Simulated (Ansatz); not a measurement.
# SiC: the cost of one run

Method: DFT PBEsol, scalar-relativistic, in Ansatz 0.2.0.

### Step 1. The system as given

It takes space group P6_3mc (No. 186, hexagonal). Conventional cell: a = 3.076 Å, b = 3.076 Å, c = 5.048 Å, α = 90.00°, β = 90.00°, γ = 120.00°. Around Si (site symmetry 3m) lie 4 C at 1.87 to 1.94 Å. C (site symmetry 3m) is surrounded by 4 Si at 1.87 to 1.94 Å.

Coordinates:

```cif
data_structure
_symmetry_space_group_name_H-M 'P 1'
_symmetry_Int_Tables_number 1
_cell_length_a 3.0760
_cell_length_b 3.0760
_cell_length_c 5.0480
_cell_angle_alpha 90.000
_cell_angle_beta 90.000
_cell_angle_gamma 120.000
_cell_volume 41.36
loop_
_atom_site_label
_atom_site_type_symbol
_atom_site_fract_x
_atom_site_fract_y
_atom_site_fract_z
_atom_site_occupancy
Si1 Si 0.33333 0.66667 0.00000 1
Si2 Si 0.66667 0.33333 0.50000 1
C1 C 0.33333 0.66667 0.38500 1
C2 C 0.66667 0.33333 0.88500 1
```

Atoms are numbered in the order of the input: Si1, Si2, C3, C4.

### Step 2. The deformed structure

Space group P6_3mc before, P6_3mc after.

### Step 3. Full-potential LAPW

The input, input.yaml:

```yaml
crystal:
  lattice:
    - [3.0759982064, 0.0, 0.0]
    - [-1.5379991032, 2.6638925888, 0.0]
    - [0.0, 0.0, 5.19944]
  atoms:
    - { symbol: Si, position: [0.3333333333, 0.6666666667, 0.0] }
    - { symbol: Si, position: [0.6666666667, 0.3333333333, 0.5] }
    - { symbol: C, position: [0.3333333333, 0.6666666667, 0.385] }
    - { symbol: C, position: [0.6666666667, 0.3333333333, 0.885] }
kpoints:
  mp_grid: { grid: [15, 15, 8] }
  band_path:
    path:
      - [0.0, 0.0, 0.0]
      - [0.5, 0.0, 0.0]
      - [0.3333333333, 0.3333333333, 0.0]
      - [0.0, 0.0, 0.0]
      - [0.0, 0.0, 0.5]
      - [0.5, 0.0, 0.5]
      - [0.3333333333, 0.3333333333, 0.5]
      - [0.0, 0.0, 0.5]
      - [0.5, 0.0, 0.5]
    npoints: 5
scf:
  occupations: { method: fermi_dirac, width: 0.08 }
hamiltonian:
  xc: pbesol
  pseudopotentials: { kind: all_electron, lapw: { basis_error: 0.001 } }
output:
  forces: true
  stress: true
  eigenvalues: true
```

Command:

```
$ ansatz run input.yaml --threads 1 --pin off --max-ram 6144MiB --backend cpu --events-out ev --progress --plain --runs-dir out
```

Q: Estimate wall time and peak memory on 1 thread of Arm Neoverse V2, shared host.

About 92 s, with a peak of 0.55 GiB.
